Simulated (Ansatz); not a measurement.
# Rh: response to strain

Rh is deformed so: equal xy, yz and zx engineering shear strains of +2 %. What stress and forces result, by LAPW, PAW and all-electron datasets made for the crystal?

Computed with Ansatz 0.2.0 (DFT PBE, scalar-relativistic, unless a step's input says otherwise).

### 1 The structure to begin with

The structure is cubic, space group Fm-3m (No. 225). Conventional cell: a = 3.803 Å, b = 3.803 Å, c = 3.803 Å, α = 90.00°, β = 90.00°, γ = 90.00°. Around Rh (site symmetry m-3m) lie 12 Rh at 2.69 Å.

As a file:

```xyz
1
Lattice="0.0000 1.9015 1.9015 1.9016 0.0000 1.9015 1.9016 1.9015 0.0000" Properties=species:S:1:pos:R:3 pbc="T T T"
Rh    0.0000    0.0000    0.0000
```

### 2 The deformed structure

Space group Fm-3m before, R-3m after.

### 3 All-electron LAPW

Contents of input.yaml:

```yaml
crystal:
  lattice:
    - [0.038031, 1.9205655, 1.9205655]
    - [1.9205655, 0.038031, 1.9205655]
    - [1.9205655, 1.9205655, 0.038031]
  atoms:
    - { symbol: Rh, position: [0.0, 0.0, 0.0] }
kpoints:
  mp_grid: { grid: [16, 16, 16] }
  band_path:
    path:
      - [0.0, 0.0, 0.0]
      - [0.5, 0.5, 0.5]
      - [0.2451701269, 0.5, 0.7548298731]
      - [-0.2451701269, 0.2451701269, 0.5]
      - [0.0, 0.0, 0.5]
      - [0.0, 0.0, 0.0]
      - [-0.3725850634, 0.0, 0.3725850634]
      - [0.0, 0.3725850634, 0.6274149366]
      - [0.0, 0.5, 0.5]
    npoints: 5
scf:
  occupations: { method: fermi_dirac, width: 0.08 }
hamiltonian:
  xc: pbe
  pseudopotentials: { kind: all_electron, lapw: { basis_error: 0.001 } }
output:
  forces: true
  stress: true
  eigenvalues: true
```

The run is started by

```bash
ansatz run input.yaml --threads 1 --pin off --max-ram 3072MiB --backend cpu --events-out ev --progress --plain --runs-dir out
```

### 4 PAW with frozen cores

Contents of input.yaml:

```yaml
crystal:
  lattice:
    - [0.038031, 1.9205655, 1.9205655]
    - [1.9205655, 0.038031, 1.9205655]
    - [1.9205655, 1.9205655, 0.038031]
  atoms:
    - { symbol: Rh, position: [0.0, 0.0, 0.0] }
kpoints:
  mp_grid: { grid: [16, 16, 16] }
scf:
  occupations: { method: fermi_dirac, width: 0.08 }
hamiltonian:
  xc: pbe
  pseudopotentials: { kind: paw }
output:
  forces: true
  stress: true
  eigenvalues: true
  efg: { contact_densities: true }
  write_density: true
  write_potential: true
  elf: true
  volumetric_format: npy
```

### 5 Datasets made for this crystal

Changes to input.yaml since step 4:

```diff
@@ -13,3 +13,3 @@
   xc: pbe
-  pseudopotentials: { kind: paw }
+  pseudopotentials: { kind: all_electron, datasets: crystal }
 output:
@@ -19,5 +19 @@
   efg: { contact_densities: true }
-  write_density: true
-  write_potential: true
-  elf: true
-  volumetric_format: npy
```

(Steps that only read results are left out.)

What does the calculation give? Wanted: pressure; largest shear or deviatoric stress.

As calculated:

| quantity | value |
| --- | --- |
| pressure | LAPW 6.40, PAW 6.44, crystal datasets 6.40 GPa |
| largest shear or deviatoric stress (LAPW) | 3.95 GPa |

In words: The largest part of the stress beyond the pressure is 3.95 GPa in size. No run of the undeformed cell stands beside it, so the pressure holds what the given cell had before the change. PAW: stress within 0.04 GPa of LAPW. Crystal datasets: stress within 0.01 GPa of LAPW.
